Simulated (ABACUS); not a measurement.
Si under changes of volume

One of the cells (20.165 Å³/atom); the others are scaled copies at fixed shape and fractional positions:

```xyz
2
Lattice="0.0000 2.7219 2.7219 2.7219 0.0000 2.7219 2.7219 2.7219 0.0000" Properties=species:S:1:pos:R:3 pbc="T T T"
Si    0.0000    0.0000    0.0000
Si    1.3609    1.3609    1.3609
```

```yaml
Program: ABACUS 3.10.1
Functional: PW91
Potentials_or_basis: Ansatz NC PBE
Cutoff: 490 eV
Density_cutoff: 1959 eV
Basis: plane waves
k_mesh: 6 × 6 × 6
Occupations: fermi-dirac, width 0.05 eV
Spin: no spin polarisation
```

```csv
volume (Å³/atom),energy over the lowest point (meV/atom),pressure (GPa),gap on the mesh (eV)
18.955,37.63,8.2,0.61
19.358,?,?,?
19.761,8.17,3.6,0.69
20.165,1.69,1.6,0.73
20.568,0.00,-0.2,0.77
20.971,2.60,-1.9,0.79
21.375,9.09,-3.3,0.82
```

Q: What does the run at 19.358 Å³/atom give?

A: Energy over the lowest point 19.96 meV/atom; pressure 5.8 GPa; gap on the mesh 0.65 eV.

Worked out: A Birch-Murnaghan fit of order 3 (a polynomial in V^(-2/3)) to the other rows has its minimum at 20.52 Å³/atom with B0 = V·E''(V) = 88 GPa and B' = 4.4. It gives 19.95 meV/atom at 19.358 Å³/atom, against the run's 19.96, and -dE/dV = 5.8 GPa, against 5.8. A parabola through the other rows of the gap, of slope 2.03 eV per unit of ln V there, gives 0.65 eV, against the run's 0.65.

Energies are extrapolated to zero smearing.

Caveats: the potentials were made for another functional, which shifts forces and pressure.

A mesh can miss the band edges.
